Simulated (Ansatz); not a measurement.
Runs of Ansatz 0.2.0 on Ge. It takes space group Cmcm (No. 63, orthorhombic). The conventional cell has a = 2.976 Å, b = 5.189 Å, c = 4.728 Å, α = 90.00°, β = 90.00°, γ = 90.00°. Ge (site symmetry m2m) has 12 Ge at 2.92 to 2.99 Å as nearest neighbours. This isn't the form of Ge at room conditions, which is diamond.

```tsv
task	level	potentials or basis	cell	cutoff (eV)	phonons	basis error allowed	gap on the mesh (eV)	pressure (GPa)	relaxed volume (Å³/atom)
relaxation of cell and atoms	revPBE+D3(BJ)	all-electron LAPW, scalar-relativistic	relaxed	-	-	0.001 eV/atom	none	0.0	18.16
relaxation of cell and atoms	revPBE	all-electron LAPW, scalar-relativistic	relaxed	-	-	0.001 eV/atom	-	0.0	(a)
phonons	PBEsol	all-electron PAW datasets made for the crystal	as given	290	method dfpt	-	none	-	-
relaxation of cell and atoms	revPBE+D4	all-electron LAPW, scalar-relativistic	relaxed	-	-	0.001 eV/atom	none	0.0	18.30
```

Alike in all rows: no spin polarisation; k mesh 10 × 10 × 6; smearing fermi-dirac 0.05 eV.

**Question.** Estimate the missing entries.

**Answer.** (a) 19.64.

Caveats: pairwise dispersion overbinds metals, which lowers pressure and volume (some runs); a metal's response needs a denser mesh (some runs); some modes are imaginary (some runs); the program warned that the printed levels may be off, so bands, gaps and densities of states are rough (some runs).

A k mesh can miss the band edges, and the runs leave out spin-orbit coupling on Ge.

A gap of «none» marks a metal or a gap under the smearing width.

The runs don't all hold the same shells in valence.

Runs at the PBE level aren't shown here.
